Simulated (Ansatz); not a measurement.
Al$_{3}$GaN$_{4}$ under strain

Theory: Ansatz, DFT r2SCAN, scalar-relativistic, plane waves, PAW. (500 eV cutoff, 6×6×6 k-mesh, Gaussian smearing of 0.02 eV, no spin polarisation)

The relaxed crystal:

```xyz
8
Lattice="4.4012 0.0000 0.0000 0.0000 4.4012 0.0000 0.0000 0.0000 4.4012" Properties=species:S:1:pos:R:3 pbc="T T T"
Al    2.2006    2.2006    0.0000
Al    2.2006    0.0000    2.2006
Al    0.0000    2.2006    2.2006
Ga    0.0000    0.0000    0.0000
N     3.2765    3.2765    1.1247
N     3.2765    1.1247    3.2765
N     1.1247    3.2765    3.2765
N     1.1247    1.1247    1.1247
```

Deformation: biaxial strain in the a-b plane, with the length and tilt of c and the atoms relaxed, all within the symmetry that the strain leaves. Energies are extrapolated to zero smearing. Gaps are generalised Kohn–Sham gaps over the whole zone.

```csv
strain (%),ΔE (meV/atom),a (Å),b (Å),c (Å),gap (eV)
-3.0,19.1,4.269,4.269,4.532,3.82
-1.5,4.6,4.335,4.335,4.469,3.91
+0.0,0.0,4.401,4.401,4.401,4.00
+1.5,4.2,4.467,4.467,4.329,3.81
+3.0,16.1,4.533,4.533,4.252,3.65
```

Problem. What stiffness (1/V) d²E/dε² at zero strain does a cubic fit over all points give?

Solution. A cubic fit gives (1/V) d²E/dε² = 589 GPa at zero strain (twice the biaxial modulus).

Problem. How does the free axis c answer a small strain?

Solution. Between the innermost points its strain is -1.06 times the applied one.

Problem. How fast does the gap move with strain on either side?

Solution. 60 meV per percent on the compressed side and -127 meV per percent on the stretched side; it is indirect at -1.5 %, indirect at zero and indirect at +1.5 %.